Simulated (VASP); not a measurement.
# EuO (Fm-3m) in VASP: a series of runs

The runs below take EuO through single point, relaxation of cell and atoms, with PBE.

Program: VASP 6.6.1. These are calculated values, not measurements. Logs are shortened: lines on timing, memory, paths and dates and some standing lists are left out, and cuts for length are marked.

**What was measured.**

From a printed reference work, monograph, for a bulk crystal of EuO at 300 K: band gap 1.115 eV (optical).

How close the calculation comes is told below.

### Step 1. Starting point

It takes space group Fm-3m (No. 225, cubic). Conventional cell: a = 5.144 Å, b = 5.144 Å, c = 5.144 Å, α = 90.00°, β = 90.00°, γ = 90.00°. Around Eu (site symmetry m-3m) lie 6 O at 2.57 Å. O (site symmetry m-3m) has 6 Eu at 2.57 Å as nearest neighbours.

### Step 2. Single point, PBE, collinear spin, ferromagnetic start

Input file INCAR:

```
SYSTEM = EuO
PREC = Accurate
ENCUT = 600
EDIFF = 1E-6
ISMEAR = 1
SIGMA = 0.1
LREAL = .False.
LASPH = .True.
NELM = 150
ALGO = Normal
ISIF = 2
LWAVE = .False.
LCHARG = .False.
ISPIN = 2
MAGMOM = 7 0
LORBIT = 11
LMAXMIX = 6
GGA = PE
AMIX = 0.2
BMIX = 1E-4
AMIX_MAG = 0.8
BMIX_MAG = 1E-4
```

Input file KPOINTS:

```
Automatic mesh
0
Gamma
  12 12 12
  0 0 0
```

Input file POSCAR:

```
EuO
1.0
    0.0000000000      2.5719500000      2.5719500000
    2.5719500000      0.0000000000      2.5719500000
    2.5719500000      2.5719500000      0.0000000000
Eu O
1 1
Direct
    0.0000000000      0.0000000000      0.0000000000
    0.5000000000      0.5000000000      0.5000000000
```

Potentials or basis: VASP PAW PBE potentials, release 64 (Eu, O).

Started as:

```
> cat potpaw_PBE.64/Eu/POTCAR potpaw_PBE.64/O/POTCAR > POTCAR
> mpirun -np 1 vasp_std > vasp.out
```

OUTCAR:

```text
SYSTEM = EuO
   PREC = Accurate
   ENCUT = 600
   EDIFF = 1E-6
   ISMEAR = 1
   LREAL = .False.
   LASPH = .True.
   NELM = 150
   ISIF = 2
   ISPIN = 2
   LORBIT = 11
   GGA = PE
   AMIX = 0.2
   AMIX_MAG = 0.8

 ion  position               nearest neighbor table
   1  0.000  0.000  0.000-   2 2.57   2 2.57   2 2.57   2 2.57   2 2.57   2 2.57
   2  0.500  0.500  0.500-   1 2.57   1 2.57   1 2.57   1 2.57   1 2.57   1 2.57

  LATTYP: Found a face centered cubic cell.
 ALAT       =     5.1439000000

  Lattice vectors:

 A1 = (   0.0000000000,   2.5719500000,   2.5719500000)
 A2 = (   2.5719500000,   0.0000000000,   2.5719500000)
 A3 = (   2.5719500000,   2.5719500000,   0.0000000000)

Analysis of symmetry for initial positions (statically):
=====================================================================
 Subroutine PRICEL returns:
 Original cell was already a primitive cell.

 Routine SETGRP: Setting up the symmetry group for a
 face centered cubic supercell.

 Subroutine GETGRP returns: Found 48 space group operations
 (whereof 48 operations were pure point group operations)
 out of a pool of 48 trial point group operations.

The static configuration has the point symmetry O_h .

Analysis of symmetry for dynamics (positions and initial velocities):
=====================================================================
 Subroutine PRICEL returns:
 Original cell was already a primitive cell.

 Routine SETGRP: Setting up the symmetry group for a
 face centered cubic supercell.

 Subroutine GETGRP returns: Found 48 space group operations
 (whereof 48 operations were pure point group operations)
 out of a pool of 48 trial point group operations.

The dynamic configuration has the point symmetry O_h .

Analysis of structural, dynamic, and magnetic symmetry:
=====================================================================
 Subroutine PRICEL returns:
 Original cell was already a primitive cell.

 Routine SETGRP: Setting up the symmetry group for a
 face centered cubic supercell.

 Subroutine GETGRP returns: Found 48 space group operations
 (whereof 48 operations were pure point group operations)
 out of a pool of 48 trial point group operations.

The overall configuration has the point symmetry O_h .

 Subroutine INISYM returns: Found 48 space group operations
 (whereof 48 operations are pure point group operations),
 and found     1 'primitive' translations

----------------------------------------------------------------------------------------

                                     Primitive cell

  volume of cell :      34.0265

  direct lattice vectors                    reciprocal lattice vectors
     0.000000000  2.571950000  2.571950000    -0.194405023  0.194405023  0.194405023
     2.571950000  0.000000000  2.571950000     0.194405023 -0.194405023  0.194405023
     2.571950000  2.571950000  0.000000000     0.194405023  0.194405023 -0.194405023

  length of vectors
     3.637286572  3.637286572  3.637286572     0.336719378  0.336719378  0.336719378

  position of ions in fractional coordinates (direct lattice)
     0.000000000  0.000000000  0.000000000
     0.500000000  0.500000000  0.500000000

  ion indices of the primitive-cell ions
   primitive index   ion index
                 1           1
                 2           2

----------------------------------------------------------------------------------------

 KPOINTS: Automatic mesh

Automatic generation of k-mesh.
 Grid dimensions read from file:
 generate k-points for:   12   12   12

 Generating k-lattice:

  Cartesian coordinates                     Fractional coordinates (reciprocal lattice)
    -0.016200419  0.016200419  0.016200419     0.083333333  0.000000000  0.000000000
     0.016200419 -0.016200419  0.016200419     0.000000000  0.083333333  0.000000000
     0.016200419  0.016200419 -0.016200419     0.000000000  0.000000000  0.083333333

  Length of vectors
     0.028059948  0.028059948  0.028059948

  Shift w.r.t. Gamma in fractional coordinates (k-lattice)
     0.000000000  0.000000000  0.000000000

 Subroutine IBZKPT returns following result:
 ===========================================

 Found     72 irreducible k-points:

 Following reciprocal coordinates:
            Coordinates               Weight
  0.000000  0.000000  0.000000      1.000000
  0.083333  0.000000  0.000000      8.000000
  0.166667  0.000000  0.000000      8.000000
  0.250000  0.000000  0.000000      8.000000
  0.333333  0.000000  0.000000      8.000000
  0.416667  0.000000  0.000000      8.000000
[... 16 lines left out ...]
  0.500000  0.166667  0.000000     24.000000
 -0.416667  0.166667  0.000000     24.000000
 [... further k-points ...]
   k-points           NKPTS =     72   k-points in BZ     NKDIM =     72   number of bands    NBANDS=     19
   number of dos      NEDOS =    301   number of ions     NIONS =      2
   total plane-waves  NPLWV =  27000
   dimension x,y,z NGX =    30 NGY =   30 NGZ =   30
[... 106 lines left out ...]
     18       6.9379      0.00000
     19       6.9379      0.00000

 k-point     4 :       0.2500    0.0000    0.0000
  band No.  band energies     occupation
      1     -36.7739      1.00000
      2     -16.2817      1.00000
      3     -15.2660      1.00000
      4     -15.2660      1.00000
      5     -13.0944      1.00000
      6      -0.4865      1.00000
[... 407 lines left out ...]
     18       9.2509      0.00000
     19       9.2720      0.00000

 k-point    23 :       0.5000    0.1667    0.0000
  band No.  band energies     occupation
      1     -36.7202      1.00000
      2     -16.7021      1.00000
      3     -15.4726      1.00000
      4     -15.3749      1.00000
      5     -12.8579      1.00000
      6      -0.8702      1.00000
[... 11 lines left out ...]
     18       9.4481      0.00000
     19       9.8386      0.00000

 k-point    24 :      -0.4167    0.1667    0.0000
  band No.  band energies     occupation
      1     -36.7186      1.00000
      2     -16.7291      1.00000
      3     -15.5115      1.00000
      4     -15.3484      1.00000
      5     -12.8084      1.00000
      6      -0.9695      1.00000
[... 11 lines left out ...]
     18       9.2198      0.00000
     19       9.8623      0.00000

 [... further k-points ...]

 spin component 2

 k-point     1 :       0.0000    0.0000    0.0000
  band No.  band energies     occupation
      1     -33.7645      1.00000
      2     -14.1187      1.00000
      3     -12.9206      1.00000
      4     -12.9206      1.00000
      5     -12.9206      1.00000
      6       0.8986      1.00000
[... 11 lines left out ...]
     18       9.4108      0.00000
     19       9.4108      0.00000

 k-point     2 :       0.0833    0.0000    0.0000
  band No.  band energies     occupation
      1     -33.7566      1.00000
      2     -14.3119      1.00000
      3     -12.9269      1.00000
      4     -12.9269      1.00000
      5     -12.7536      1.00000
      6       0.7035      1.00000
[... 11 lines left out ...]
     18       9.3983      0.00000
     19       9.4077      0.00000

 k-point     3 :       0.1667    0.0000    0.0000
  band No.  band energies     occupation
      1     -33.7350      1.00000
      2     -14.7008      1.00000
      3     -12.9442      1.00000
      4     -12.9442      1.00000
      5     -12.4365      1.00000
      6       0.2507      1.00000
[... 11 lines left out ...]
     18       9.4384      0.00000
     19       9.4384      0.00000

 k-point     4 :       0.2500    0.0000    0.0000
  band No.  band energies     occupation
      1     -33.7051      1.00000
      2     -15.0995      1.00000
      3     -12.9675      1.00000
      4     -12.9675      1.00000
      5     -12.1363      1.00000
      6      -0.2569      1.00000
[... 407 lines left out ...]
     18      10.4682      0.00000
     19      10.5736      0.00000

 k-point    23 :       0.5000    0.1667    0.0000
  band No.  band energies     occupation
      1     -33.6358      1.00000
      2     -15.4774      1.00000
      3     -13.2238      1.00000
      4     -13.0979      1.00000
      5     -12.0189      1.00000
      6      -0.5825      1.00000
[... 11 lines left out ...]
     18      10.7392      0.00000
     19      10.9625      0.00000

 k-point    24 :      -0.4167    0.1667    0.0000
  band No.  band energies     occupation
      1     -33.6338      1.00000
      2     -15.5113      1.00000
      3     -13.2757      1.00000
      4     -13.0627      1.00000
      5     -11.9566      1.00000
      6      -0.6968      1.00000
[... 11 lines left out ...]
     18      10.6263      0.00000
     19      11.0057      0.00000

 [... further k-points ...]
[... 5 lines left out ...]
  --------------------------------------------------------------------------------------
  -------------------------------------------------------------------------------------
  Total       -0.9379167     -0.9379167     -0.9379167     -0.0000000     -0.0000000      0.0000000
  in kB      -44.1628690    -44.1628690    -44.1628690     -0.0000000     -0.0000000      0.0000000
  external PRESSURE =     -44.1628690 kB  Pullay stress =       0.0000000 kB

 VOLUME and BASIS-vectors are now :
 -----------------------------------------------------------------------------
  energy-cutoff  :      600.00
  volume of cell :       34.03
      direct lattice vectors                 reciprocal lattice vectors
     0.000000000  2.571950000  2.571950000    -0.194405023  0.194405023  0.194405023
     2.571950000  0.000000000  2.571950000     0.194405023 -0.194405023  0.194405023
     2.571950000  2.571950000  0.000000000     0.194405023  0.194405023 -0.194405023

 POSITION                                       TOTAL-FORCE (eV/Angst)
 -----------------------------------------------------------------------------------
      0.00000      0.00000      0.00000         0.000000      0.000000      0.000000
      2.57195      2.57195      2.57195        -0.000000     -0.000000     -0.000000
 -----------------------------------------------------------------------------------
    total drift:                                0.000000      0.000000      0.000000

  FREE ENERGIE OF THE ION-ELECTRON SYSTEM (eV)
  ---------------------------------------------------
  free  energy   TOTEN  =       -22.0188721812 eV

  energy  without entropy=      -22.0216214599  energy(sigma->0) =      -22.01978861

 total charge

# of ion       s       p       d       f       tot
--------------------------------------------------
    1        2.031   5.764   0.389   6.618  14.802
    2        1.552   3.392   0.000   0.000   4.944
--------------------------------------------------
tot          3.582   9.156   0.389   6.618  19.745

 magnetization (x)

# of ion       s       p       d       f       tot
--------------------------------------------------
    1       -0.012  -0.106   0.143   6.568   6.593
    2       -0.004  -0.094   0.000   0.000  -0.098
--------------------------------------------------
tot         -0.016  -0.200   0.143   6.568   6.495
```

Wall time 2.3 min (1 thread of Intel Xeon 6975P-C (Granite Rapids), shared host); peak memory 0.27 GiB.

What came out:

```yaml
Free_energy: -22.0189 eV
Pressure: -4.4 GPa
Band_gap_on_the_k_mesh: none (metal or under the smearing width)
Net_moment: 6.97 μB per cell
Site_moments: Eu +6.59; O -0.10 μB
Valence_electrons_inside_the_program's_atomic_spheres: Eu 14.80; O 4.94
```

Caveat: spin-orbit coupling is left out, which moves the levels of the heavy elements; a cell with one magnetic atom can't hold antiferromagnetic order, which such compounds often take; without U or exact exchange the open f shell lies at the Fermi level, which spoils levels, moments and volumes. The state reached can hang on the start; a lower one may exist.

### Step 3. Relaxation of cell and atoms, PBE, collinear spin, ferromagnetic start

Input file INCAR:

```
ALGO = Normal
AMIX = 0.2
AMIX_MAG = 0.8
BMIX = 1E-4
BMIX_MAG = 1E-4
EDIFF = 1E-6
EDIFFG = -0.01
ENCUT = 600
GGA = PE
IBRION = 2
ISIF = 3
ISMEAR = 1
ISPIN = 2
LASPH = True
LCHARG = False
LMAXMIX = 6
LORBIT = 11
LREAL = False
LWAVE = False
MAGMOM = 7 0
NELM = 150
NSW = 90
PREC = Accurate
SIGMA = 0.1
```

Input file KPOINTS:

```
k-points
0
Gamma
  12 12 12
```

POSCAR is that of step 2.

Potentials or basis: VASP PAW PBE potentials, release 64 (Eu, O).

Started as:

```
> cat potpaw_PBE.64/Eu/POTCAR potpaw_PBE.64/O/POTCAR > POTCAR
> mpirun -np 1 vasp_std > vasp.out
```

Run time: 9.1 min. Hardware: 1 thread of Intel Xeon 6975P-C (Granite Rapids), shared host; peak memory 0.28 GiB.

Results (log left out):

* Free energy: -22.0441 eV
* Relaxed volume: 16.17 Å³/atom
* Relaxed cell: a = 3.576 Å, b = 3.576 Å, c = 3.576 Å, α = 60.00°, β = 60.00°, γ = 60.00°
* Space group after relaxing (to 0.05 Å): Fm-3m (No. 225)
* Energy gained by relaxing: 12.6 meV/atom
* Ionic steps: 9
* Pressure after relaxing: -0.1 GPa
* Band gap on the k mesh: none (metal or under the smearing width)
* Net moment: 6.96 μB per cell
* Site moments: Eu +6.58; O -0.10 μB
* Valence electrons inside the program's atomic spheres: Eu 14.83; O 4.96

The path:
| step | energy change (eV) | largest force (eV/Å) | pressure (GPa) | volume (Å³) |
| --- | --- | --- | --- | --- |
| 1 | 0.0000 | 0.0000 | -4.42 | 34.03 |
| 2 | -0.0223 | 0.0000 | 1.76 | 31.77 |
| 3 | -0.0253 | 0.0000 | 0.11 | 32.30 |
| 4 | -0.0252 | 0.0000 | -0.17 | 32.35 |
| 5 | -0.0252 | 0.0000 | -0.24 | 32.34 |
| 6 | -0.0253 | 0.0000 | -0.28 | 32.33 |
| 7 | -0.0253 | 0.0000 | -0.16 | 32.33 |
| 8 | -0.0253 | 0.0000 | -0.10 | 32.33 |
| 9 | -0.0253 | 0.0000 | -0.08 | 32.33 |

Final structure:
```xyz
2
Lattice="0.0000 2.5286 2.5286 2.5286 0.0000 2.5286 2.5286 2.5286 0.0000" Properties=species:S:1:pos:R:3 pbc="T T T"
Eu    0.0000    0.0000    0.0000
O     2.5286    2.5286    2.5286
```

Levels at points of the mesh, in eV from the Fermi level:
Spin up:
```csv
k point,band 11,band 12,band 13,band 14,band 15,band 16,band 17,band 18,band 19
"(0.00, 0.00, 0.00)",-0.24,-0.24,-0.19,0.09,0.09,0.09,1.60,1.60,1.60
"(0.50, 0.00, 0.00)",-0.51,-0.28,-0.28,-0.27,-0.23,2.32,4.51,4.51,5.04
"(0.50, 0.50, 0.00)",-0.41,-0.37,-0.37,-0.29,-0.02,-0.02,3.66,5.93,6.87
```
Spin down:
| k point | band 6 | band 7 | band 8 | band 9 | band 10 | band 11 |
| --- | --- | --- | --- | --- | --- | --- |
| (0.00, 0.00, 0.00) | -3.93 | -3.93 | -3.93 | 0.94 | 2.73 | 2.73 |
| (0.50, 0.00, 0.00) | -5.99 | -5.08 | -5.08 | 3.16 | 3.68 | 4.11 |
| (0.50, 0.50, 0.00) | -3.85 | -3.83 | -3.83 | -0.37 | 4.16 | 4.24 |

Caveat: spin-orbit coupling is left out, which moves the levels of the heavy elements; a cell with one magnetic atom can't hold antiferromagnetic order, which such compounds often take; without U or exact exchange the open f shell lies at the Fermi level, which spoils levels, moments and volumes.

### Step 4. Relaxation of cell and atoms, PBE, collinear spin, ferromagnetic start

This run uses another cell than the first one, of 16.17 Å³/atom, 0.950 times its volume.

Edit INCAR of step 3 so:

```diff
@@ -5,4 +5,4 @@
 BMIX_MAG = 1E-4
-EDIFF = 1E-6
-EDIFFG = -0.01
+EDIFF = 1E-7
+EDIFFG = -0.005
 ENCUT = 600
```

KPOINTS is that of step 3.

Input file POSCAR:

```
EuO                                     
1.0
    0.0000000000      2.5285757697      2.5285757697
    2.5285757697      0.0000000000      2.5285757697
    2.5285757697      2.5285757697      0.0000000000
  Eu              O             
     1     1
Direct
     0.0000000000000000    0.0000000000000000    0.0000000000000000
     0.5000000000000000    0.5000000000000000    0.5000000000000000
```

Started as:

```
> cat potpaw_PBE.64/Eu/POTCAR potpaw_PBE.64/O/POTCAR > POTCAR
> mpirun -np 1 vasp_std > vasp.out
```

Wall time 2.7 min (1 thread of Intel Xeon 6975P-C (Granite Rapids), shared host); peak memory 0.27 GiB.

Results (log left out):

| Property | Result |
| --- | --- |
| Free energy | -22.0415 eV |
| Pressure after relaxing | 0.0 GPa |
| Band gap on the k mesh | none (metal or under the smearing width) |
| Net moment | 6.96 μB per cell |
| Site moments | Eu +6.58; O -0.10 μB |
| Valence electrons inside the program's atomic spheres | Eu 14.83; O 4.96 |

Final structure:
```xyz
2
Lattice="0.0000 2.5286 2.5286 2.5286 0.0000 2.5286 2.5286 2.5286 0.0000" Properties=species:S:1:pos:R:3 pbc="T T T"
Eu    0.0000    0.0000    0.0000
O     2.5286    2.5286    2.5286
```

Levels at points of the mesh, in eV from the Fermi level:
Spin up:
```csv
k point,band 11,band 12,band 13,band 14,band 15,band 16,band 17,band 18,band 19
"(0.00, 0.00, 0.00)",-0.24,-0.24,-0.19,0.09,0.09,0.09,1.60,1.60,1.60
"(0.50, 0.00, 0.00)",-0.51,-0.28,-0.28,-0.27,-0.23,2.32,4.51,4.51,5.04
"(0.50, 0.50, 0.00)",-0.41,-0.37,-0.37,-0.29,-0.02,-0.02,3.66,5.93,6.92
```
Spin down:
| k point | band 6 | band 7 | band 8 | band 9 | band 10 | band 11 |
| --- | --- | --- | --- | --- | --- | --- |
| (0.00, 0.00, 0.00) | -3.93 | -3.93 | -3.93 | 0.94 | 2.73 | 2.73 |
| (0.50, 0.00, 0.00) | -5.99 | -5.08 | -5.08 | 3.16 | 3.68 | 4.11 |
| (0.50, 0.50, 0.00) | -3.85 | -3.83 | -3.83 | -0.37 | 4.16 | 4.24 |

Caveat: the relaxation stopped at its first step, so nothing moved; spin-orbit coupling is left out, which moves the levels of the heavy elements; a cell with one magnetic atom can't hold antiferromagnetic order, which such compounds often take; without U or exact exchange the open f shell lies at the Fermi level, which spoils levels, moments and volumes. The state reached can hang on the start; a lower one may exist.

### Step 5. How close it comes

Step 2. Against the measured gap of EuO, 1.115 eV (optical; 300 K; a printed reference work, monograph), the calculated 0.00 eV is off by -1.11 eV. So large a miss can be the level of theory's own, or it may mean another phase, state or a wrong row. Spin-orbit coupling on Eu is left out. The value is that of PBE on a finite k mesh, which can miss the band edges, without temperature or zero-point motion. Semilocal functionals fall short of measured gaps as a rule. The run's magnetic order (collinear spin, ferromagnetic start) needn't be the measured crystal's.
